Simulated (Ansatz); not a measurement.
## MgSe at several levels of theory

One geometry, relaxed with PBE, and single points on it; plane waves with PAW potentials in Ansatz, scalar-relativistic unless the row names spin-orbit coupling. No spin polarisation. Meshes are on the primitive cell of 2 atoms. Gaps are the least over mesh and band path; pressure is positive in compression. Smearing is Gaussian, 0.02 eV.

```yaml
crystal:
  lattice:
    - [0.00000, 2.75447, 2.75447]
    - [2.75447, 0.00000, 2.75447]
    - [2.75447, 2.75447, 0.00000]
  atoms:
    - { symbol: Mg, position: [0.00000, 0.00000, 0.00000] }
    - { symbol: Se, position: [0.50000, 0.50000, 0.50000] }
```

```json
{"level": "PBE", "cutoff (eV)": "420", "k mesh": "8×8×8", "gap (eV)": "1.77", "pressure (GPa)": "0.0", "rough cost with bands (core-min)": "0.17"}
```

Q: What do r2SCAN, PBE with spin-orbit coupling, LDA give on the same cell?

A:
```json
{"level": "r2SCAN", "cutoff (eV)": "500", "k mesh": "8×8×8", "gap (eV)": "2.44", "pressure (GPa)": "-1.3", "rough cost with bands (core-min)": "0.26"}
{"level": "PBE with spin-orbit coupling", "cutoff (eV)": "420", "k mesh": "8×8×8", "gap (eV)": "1.63", "pressure (GPa)": "0.0", "rough cost with bands (core-min)": "0.29"}
{"level": "LDA", "cutoff (eV)": "420", "k mesh": "8×8×8", "gap (eV)": "1.61", "pressure (GPa)": "-3.9", "rough cost with bands (core-min)": "0.18"}
```